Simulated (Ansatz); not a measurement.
# GaP (F-43m) in Ansatz: further runs, part 2 of 2

Ansatz 0.2.0.

### 4 Elastic constants, LDA

The input, input.yaml:

```yaml
crystal:
  lattice:
    - [0.0, 2.72525, 2.72525]
    - [2.72525, 0.0, 2.72525]
    - [2.72525, 2.72525, 0.0]
  atoms:
    - { symbol: Ga, position: [0.0, 0.0, 0.0] }
    - { symbol: P, position: [0.75, 0.75, 0.75] }
kpoints:
  mp_grid: { grid: [6, 6, 6] }
scf:
  occupations: { method: fermi_dirac, width: 0.05 }
hamiltonian:
  xc: lda
  pseudopotentials: { kind: all_electron, lapw: { basis_error: 0.001 } }
output:
  forces: true
  stress: true
elastic:
  mode: relaxed_ion
  stencil: two_point
```

Potentials or basis: all-electron LAPW, scalar-relativistic.

Launch:

```sh
ansatz run input.yaml --threads 1 --pin off --max-ram 3072MiB --backend cpu --events-out ev --progress --plain --runs-dir out
```

Output:

```text
Warning: RAYON_NUM_THREADS=1 ignored (pool sized by the plan → 1); use --threads N
LAPW: plane waves up to 8.910 Å⁻¹, error target 1.0e-3 eV per atom; small_component_spin mean_spin; P in spheres of 1.032 Å, 13 of its electrons in bands, Dirac shells []; Ga in spheres of 1.257 Å, 21 of its electrons in bands, Dirac shells [] (how accurate: hamiltonian.pseudopotentials.lapw.basis_error, Limitations)
Engine: ansatz 0.2.0, x86_64-unknown-linux-gnu
Pseudopotentials: kind: all_electron
Pseudopotential: Ga, LAPW, valence charge 21, lapw/all_electron/scalar/gaussian/Ga, Koelling and Harmon's equation, gaussian nucleus
Pseudopotential: P, LAPW, valence charge 13, lapw/all_electron/scalar/gaussian/P, Koelling and Harmon's equation, gaussian nucleus
Functional definition: SPW92
  exchange = slater_x
  correlation = pw_c
Crystal: 2 atoms, lattice volume = 40.481 Å³
Basis set: ecut = 302.458061853996 eV, 531 PW (Γ), exchange–correlation at level 2
Bands: 21, of which v1, the nominal top of the filled ones, is band 17 counted from 1 (16 counted from 0)
Symmetry: 24 space group operations
Space group: F-43m (ITA 216), of the structure as read, at distance tolerance 3.4e-5 Å
k-points: 16 of 216 (time reversal used)
Non-local potential: Ga, projectors of the file, none
Non-local potential: P, projectors of the file, none
Initial density: superposition of atomic densities (chi_scale 0.1, normalization cell, long waves kept (reshape's long-wave potential 0.00 eV rms))
Initial wavefunctions: plane waves of lowest kinetic energy (no species holds an atomic orbital)
Functional: x = slater, c = lda
iter 1 solved again at ethr=2.36e-3 eV; its pass at ethr=1.00e-1 eV (dr2=8.03e-1 eV) is discarded
SCF iter   1: F=—  HF=-62104.365147 eV  |F-HF|=—  |Δ(HF+E_count)|=         —  Δρ=3.88e-2  dr2=8.05e-1  ethr=2.36e-3  ⟨swp⟩=2.0  Hψ=2273  notcnv=0
preconditioner: auto → none  [insulator: Δε(μ)=1.910 eV  Ē_g=15.017 eV  σ=0.050 eV  W_gap=1.00  n_scr=14 (ndim 8)  ℏωp=24.8 eV  f_vac=0.017  D(μ)=0.00/eV (n_scr^D=0)  ε∞_Penn≈3.7]
iter 2 solved again at ethr=2.34e-4 eV; its pass at ethr=2.36e-3 eV (dr2=7.95e-2 eV) is discarded
SCF iter   2: F=—  HF=-62104.093737 eV  |F-HF|=—  |Δ(HF+E_count)|=   2.71e-1  Δρ=1.53e-2  dr2=7.95e-2  ethr=2.34e-4  ⟨swp⟩=2.0  Hψ=1744  notcnv=0
SCF iter   3: F=—  HF=-62104.059315 eV  |F-HF|=—  |Δ(HF+E_count)|=   3.44e-2  Δρ=6.90e-3  dr2=1.42e-2  ethr=2.34e-4  ⟨swp⟩=2.0  Hψ=975  notcnv=0
SCF iter   4: F=—  HF=-62104.052656 eV  |F-HF|=—  |Δ(HF+E_count)|=         —  Δρ=2.63e-3  dr2=2.82e-3  ethr=4.19e-5  ⟨swp⟩=2.0  Hψ=911  notcnv=0
the basis was enlarged: its passes take 71.7 KiB over the memory plan, 1 of 1 planned eigensolver slots
SCF iter   5: F=—  HF=-62104.051300 eV  |F-HF|=—  |Δ(HF+E_count)|=   1.36e-3  Δρ=4.76e-4  dr2=7.00e-5  ethr=8.28e-6  ⟨swp⟩=2.1  Hψ=912  notcnv=0
SCF iter   6: F=—  HF=-62104.051278 eV  |F-HF|=—  |Δ(HF+E_count)|=   2.23e-5  Δρ=5.28e-5  dr2=7.23e-7  ethr=2.06e-7  ⟨swp⟩=2.4  Hψ=917  notcnv=0
SCF iter   7: F=—  HF=-62104.051278 eV  |F-HF|=—  |Δ(HF+E_count)|=   5.52e-8  Δρ=2.89e-6  dr2=3.05e-9  ethr=2.13e-9  ⟨swp⟩=2.5  Hψ=921  notcnv=0
SCF iter   8: F=—  HF=-62104.051278 eV  |F-HF|=—  |Δ(HF+E_count)|=  7.13e-10  Δρ=2.84e-7  dr2=2.18e-11  ethr=8.98e-12  ⟨swp⟩=3.0  Hψ=958  notcnv=0
SCF iter   9: F=—  HF=-62104.051278 eV  |F-HF|=—  |Δ(HF+E_count)|=  3.64e-11  Δρ=2.66e-8  dr2=3.12e-13  ethr=2.01e-12 (applied; sched 1.00e-12)  ⟨swp⟩=2.0  Hψ=911  notcnv=0
SCF iter  10: F=-62104.051278 eV  HF=-62104.051278 eV  |F-HF|=3.64e-11  |Δ(HF+E_count)|=  7.28e-12  Δρ=2.40e-9  dr2=2.71e-15  ethr=2.01e-12 (applied; sched 1.00e-12)  ⟨swp⟩=2.0  Hψ=911  notcnv=0
SCF 1 converged in 10 iterations: F = -62104.051278 eV  dr2 = 2.71e-15
Crystal: 2 atoms, lattice volume = 40.400 Å³
Basis set: ecut = 302.86201259591843 eV, 531 PW (Γ), exchange–correlation at level 2
Symmetry: 8 space group operations
k-points: 30 of 216 (time reversal used)
[... 93 lines left out ...]
SCF 9 converged in 8 iterations: F = -62104.051244 eV  dr2 = 1.38e-15
relax step   2: F+E_penalty+E_count = -62104.05124428 eV  Δ(F+E_penalty+E_count) = -9.249e-6 eV  max|allowed force component| = 1.565e-7 eV/Å  Δτ_max = 0.0007 Å  (8 SCF iters, accepted)
iter 1 solved again at ethr=1.00e-12 eV; its pass at ethr=1.00e-1 eV (dr2=1.37e-15 eV) is discarded
SCF iter   1: F=—  HF=-62104.051244 eV  |F-HF|=—  |Δ(HF+E_count)|=         —  Δρ=5.67e-9  dr2=1.37e-14  ethr=2.36e-12 (applied; sched 1.00e-12)  ⟨swp⟩=6.7  Hψ=4765  notcnv=0
SCF iter   2: F=-62104.051244 eV  HF=-62104.051244 eV  |F-HF|=2.18e-11  |Δ(HF+E_count)|=  4.66e-10  Δρ=1.99e-9  dr2=7.83e-16  ethr=2.01e-12 (applied; sched 1.00e-12)  ⟨swp⟩=2.0  Hψ=2621  notcnv=0
SCF 10 converged in 2 iterations: F = -62104.051244 eV  dr2 = 7.83e-16
SCF converged after 10 iterations
Free energy (F): -62104.051278 eV
Harris-Foulkes:  -62104.051278 eV  (|F-HF|=3.64e-11)
Internal energy: -62104.051278 eV  (E = F + TS)
E sigma→0 (E₀):  -62104.051278 eV
Entropy (-TS):   -0.000000 eV (-0.000 meV/atom)
Fermi energy:    9.021878 eV
--- Per-component energies (eV) ---
  E_band       = -1795.534009
  E_kinetic    = 63144.811989
  E_xc         = -2583.496603
  E_electrostatic = -122665.366665  (all electrons and nuclei)
  E_smearing   = -0.000000  (= −TS)
  E_closure    = 0.000000  (closes the sum)
  E_atoms      = -62093.643931  (free atoms, spherical and without spin; not in F)
  Σ components = -62104.051278   (vs F -62104.051278, Δ=0.00e0)
  Basis errors (estimates in eV, not in F): energy 4.3e-4 per atom: plane waves 4.0e-4 (2.4e-4 summed), levels above the bands 3.6e-60, relativity 4.5e-9, radial functions 3.1e-5, core shells 1.3e-10; eigenvalues (radial functions only) 4.4e-7; not estimated: angular momenta, meshes, grids; target (lapw.basis_error) 1.0e-3; muffin-tin radii P 1.032 Å, Ga 1.257 Å
--- Forces (eV/Å), atoms counted from 1 ---
  atom   1  Ga     0.00000000    -0.00000000     0.00000000
  atom   2  P     -0.00000000     0.00000000     0.00000000
  max |Σ_I F_I| component: 1.16e-17 eV/Å
--- Stress (GPa, compression-positive) ---
       -2.709743       0.000000      -0.000000
        0.000000      -2.709743       0.000000
       -0.000000       0.000000      -2.709743
  P = ⅓ Tr σ = -2.7097 GPa (-27.097 kbar)
--- Band table (eV; the first three rows and the last of 16) ---
  k-point 0: bands = ["-158.5297", "-134.2241", "-109.8725", "-109.8725", "-109.8725", "-85.4462", "-85.4462", "-85.4462", "-6.3752", "-6.3752", "-6.3752", "-6.2769", "-6.2769", "-4.2236", "8.2993", "8.2993", "8.2993", "9.9023", "12.0813", "12.0813", "12.0813"]
  k-point 1: bands = ["-158.5297", "-134.2241", "-109.8725", "-109.8725", "-109.8725", "-85.4462", "-85.4462", "-85.4462", "-6.3965", "-6.3674", "-6.3674", "-6.2768", "-6.2768", "-3.8670", "5.8553", "7.9220", "7.9220", "10.5406", "12.6341", "12.6341", "13.1772"]
  k-point 2: bands = ["-158.5297", "-134.2241", "-109.8725", "-109.8725", "-109.8725", "-85.4463", "-85.4462", "-85.4462", "-6.4348", "-6.3549", "-6.3549", "-6.2733", "-6.2733", "-2.9138", "3.0208", "7.3813", "7.3813", "10.0218", "13.0143", "13.0143", "15.7023"]
  k-point 15: bands = ["-158.5297", "-134.2241", "-109.8725", "-109.8725", "-109.8725", "-85.4463", "-85.4462", "-85.4462", "-6.4740", "-6.3301", "-6.3156", "-6.2974", "-6.2639", "-1.1472", "1.5911", "4.8798", "4.9864", "11.6436", "11.8218", "15.7123", "15.7375"]
--- Elastic constants: 2 strain directions × 2 members + reference (group order 24) ---
  dense FFT box of the reference and of every strained cell: 24×24×24
  strains applied: 11, 23; error gains: componentwise 1.00 (the most a stress slope's error grows in a printed constant), spectral 1.73 (1 for all six strains in a standard setting)
  C = ∂σ_k/∂η_j (tension-positive GPa; Voigt order 11 22 33 23 13 12):
       130.125     51.770     51.770      0.000      0.000     -0.000
        51.770    130.125     51.770      0.000      0.000     -0.000
        51.770     51.770    130.125      0.000      0.000      0.000
        -0.000     -0.000     -0.000     67.930     -0.000     -0.000
        -0.000     -0.000      0.000      0.000     67.930      0.000
        -0.000      0.000     -0.000      0.000      0.000     67.930
  reference stress σ⁰ (GPa):      2.710      2.710      2.710     -0.000      0.000     -0.000
  no Pulay correction (none for the plane-wave cutoff is built on LAPW): the batch's stresses and constants are at fixed plane waves
  C* (energy form; C + prestress term) asymmetry max|C*_kj − C*_jk| = 7.105e-15 GPa — a small one proves nothing (zero by symmetry where the batch's group is 432, −43m or m−3m); a large one is finite-difference/SCF noise where every solve meets its electron count
  moduli (Voigt/Reuss/Hill, GPa): K = 77.89/77.89/77.89   G = 56.43/52.51/54.47   E = 132.52   ν = 0.216
  mechanically stable: yes (min eigenvalue of sym C = 67.93 GPa)
  where every solve meets its electron count the energy-path curvature estimates C_jj along a normal strain and C_jj − ¼(σ⁰_aa + σ⁰_bb) along a shear (ab), closely only under elastic.basis: deformed
  strain η (Voigt 11):  stress-route row diagonal C_11 = 130.12 GPa, energy-path curvature d²(F+E_count)/dδ²/Ω₀ = 130.12 GPa
         δ    σ_11 (GPa)             F (eV)   n_scf  n_hpsi   n_pw
    -2.000e-3       2.4489      -62104.0525813       7   17546    531   relax 0 steps, max|allowed force component| 1.39e-17 eV/Å
     2.000e-3       2.9694      -62104.0498430       7   17455    531   relax 0 steps, max|allowed force component| 1.39e-17 eV/Å
  strain η (Voigt 23):  stress-route row diagonal C_44 = 67.93 GPa, energy-path curvature d²(F+E_count)/dδ²/Ω₀ = 66.57 GPa
         δ    σ_23 (GPa)             F (eV)   n_scf  n_hpsi   n_pw
    -2.000e-3      -0.1359      -62104.0512443       2    7664    531   relax 3 steps, max|allowed force component| 9.83e-8 eV/Å
     2.000e-3       0.1359      -62104.0512443       2    7679    531   relax 2 steps, max|allowed force component| 1.57e-7 eV/Å
```

elastic.tsv:

```text
# convention: tension-positive GPa; Voigt order 11 22 33 23 13 12; engineering shear strains; stresses and constants hold the Pulay correction, whose part of sigma0, of c and of each member's stress the lines and columns named pulay_correction_..._gpa give (of c_energy it is that of c and, on the columns of strains 1 to 3, that of sigma0; of a layer's constants it is that of c in the plane, times a tenth of its plane spacing in ang); where a line pulay_correction_withheld stands none holds it
[... 15 lines left out ...]
6	-2.2044881912e-29	1.9678299055e-29	-7.8886090522e-31	9.2959473224e-47	5.6563415682e-21	6.7930211161e1	-1.7370833873e-17	-1.7370833873e-17	-1.7370833873e-17	9.2959473224e-47	5.6563415682e-21	6.7930211161e1	nan	nan	nan	nan	nan	nan
```

elastic_members.tsv:

```text
# convention: tension-positive GPa; Voigt order 11 22 33 23 13 12; engineering shear strains; stresses and constants hold the Pulay correction, whose part of sigma0, of c and of each member's stress the lines and columns named pulay_correction_..._gpa give (of c_energy it is that of c and, on the columns of strains 1 to 3, that of sigma0; of a layer's constants it is that of c in the plane, times a tenth of its plane spacing in ang); where a line pulay_correction_withheld stands none holds it
[... 11 lines left out ...]
3	2.0000000000e-3	2.7097621572e0	2.7095131120e0	2.7095131120e0	1.3585990389e-1	-2.9688430021e-16	7.5149721136e-16	-6.2104051244e4	-6.2104051244e4	2	7679	531	2	1.5654197646e-7	0.0000000000e0	nan	nan	nan	nan	nan	nan	nan	0.0000000000e0
```

Wall time 2.6 min (1 thread of Intel Xeon at 2.50GHz (Skylake/Cascade Lake), shared host); peak memory 0.35 GiB.

Results:

- Free energy: -62104.0513 eV
- Pressure: -2.7 GPa
- Band gap on the k mesh: 1.49 eV, indirect (least direct gap 1.60 eV)
- Elastic constants C11, C12, C44: 130, 52, 68 GPa
- Voigt bulk modulus: 78 GPa

Levels at points of the mesh, in eV from the valence-band top:
| k point | band 15 | band 16 | band 17 | band 18 | band 19 | band 20 |
| --- | --- | --- | --- | --- | --- | --- |
| (0.00, 0.00, 0.00) | 0.00 | 0.00 | 0.00 | 1.60 | 3.78 | 3.78 |
| (0.00, 0.00, -0.50) | -6.72 | -1.13 | -1.13 | 1.49 | 4.62 | 4.62 |
| (0.00, -0.50, -0.50) | -6.86 | -2.71 | -2.71 | 1.49 | 1.67 | 10.42 |

Elastic tensor in Voigt notation (GPa, in the Cartesian axes of the cell as first typed):
```
130  52  52   0   0   0
 52 130  52   0   0   0
 52  52 130   0   0   0
  0   0   0  68   0   0
  0   0   0   0  68   0
  0   0   0   0   0  68
```

### 5 The runs side by side

```csv
task,level,k mesh,cutoff (eV),gap on the mesh (eV),pressure (GPa)
band structure,PBE,8 × 8 × 8,278,1.64,2.5
elastic constants,PBEsol,6 × 6 × 6,302,1.51,-0.5
elastic constants,LDA,6 × 6 × 6,302,1.49,-2.7
```

Alike in all rows: potentials or basis all-electron LAPW, scalar-relativistic; no spin polarisation; cell as given; smearing fermi-dirac 0.05 eV; basis error allowed 0.001 eV/atom.

On the cell as given the gap runs from 1.49 eV (LDA) to 1.60 eV (PBE); the meshes differ, which moves gaps too. The pressure there spans -2.7 GPa (LDA) to 2.5 GPa (PBE); a positive pressure means that this level wants a larger cell, a negative one a smaller.

Compare energies only between runs with the same functional and basis.

### 6 Against experiment

Step 2. Measured gap of GaP: 2.34 eV (indirect; 10 K; quoted in “Stacking defects in GaP nanowires: Electronic structure and optical properties”, 2018, arxiv:1810.01194). This calculation gives 1.60 eV (-0.74 eV). Spin-orbit coupling on Ga is left out. The value is that of PBE, without temperature or zero-point motion. Semilocal functionals fall short of measured gaps as a rule.

Step 3. A measured gap of GaP is 2.34 eV (indirect; 10 K; quoted in “Stacking defects in GaP nanowires: Electronic structure and optical properties”, 2018, arxiv:1810.01194); the calculated 1.51 eV misses it by -0.83 eV. Spin-orbit coupling on Ga is left out. The value is that of PBEsol on a finite k mesh, which can miss the band edges, without temperature or zero-point motion. Semilocal functionals fall short of measured gaps as a rule.

Step 4. Measured gap of GaP: 2.34 eV (indirect; 10 K; quoted in “Stacking defects in GaP nanowires: Electronic structure and optical properties”, 2018, arxiv:1810.01194). This calculation gives 1.49 eV (-0.85 eV). Spin-orbit coupling on Ga is left out. The value is that of LDA on a finite k mesh, which can miss the band edges, without temperature or zero-point motion. Semilocal functionals fall short of measured gaps as a rule.
